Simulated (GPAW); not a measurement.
# TiO: changing the functional

```cif
data_structure
_symmetry_space_group_name_H-M 'Pm-3m'
_symmetry_Int_Tables_number 221
_cell_length_a 4.0867
_cell_length_b 4.0867
_cell_length_c 4.0867
_cell_angle_alpha 90.000
_cell_angle_beta 90.000
_cell_angle_gamma 90.000
_cell_volume 68.25
loop_
_atom_site_label
_atom_site_type_symbol
_atom_site_symmetry_multiplicity
_atom_site_Wyckoff_symbol
_atom_site_fract_x
_atom_site_fract_y
_atom_site_fract_z
_atom_site_occupancy
Ti1 Ti 3 c 0.50000 0.00000 0.50000 1
O1 O 3 d 0.00000 0.00000 0.50000 1
```

The cell comes from a database or a generator and needn't be the stable form of this composition.

Kept alike: task band structure; k mesh 5 × 5 × 5; occupations fermi-dirac, width 0.05 eV; no spin polarisation. Program: GPAW, potentials by row: the program's PAW data sets (release 1.2.1) made for this functional (LDA); PAW data sets generated for this functional (PBEsol); GPAW PAW data sets (gpaw-data 1.2.1) (r2SCAN on files made for PBE), cutoff 800 eV. The mesh is that of the run's cell of 6 atoms. No spin-orbit coupling.

```csv
functional,pressure (GPa)
LDA,-13.19
PBEsol,-7.14
r2SCAN,-3.48
```

Pressure is positive in compression; the values hold the error of the finite cutoff, so their zero can differ a little from the energy's minimum. For a metal such a mesh leaves the last digits unconverged.

The pressure runs from -13.19 (LDA) to -3.48 GPa (r2SCAN). A positive pressure means that the functional's own cell is larger than the one given, a negative one that it is smaller.
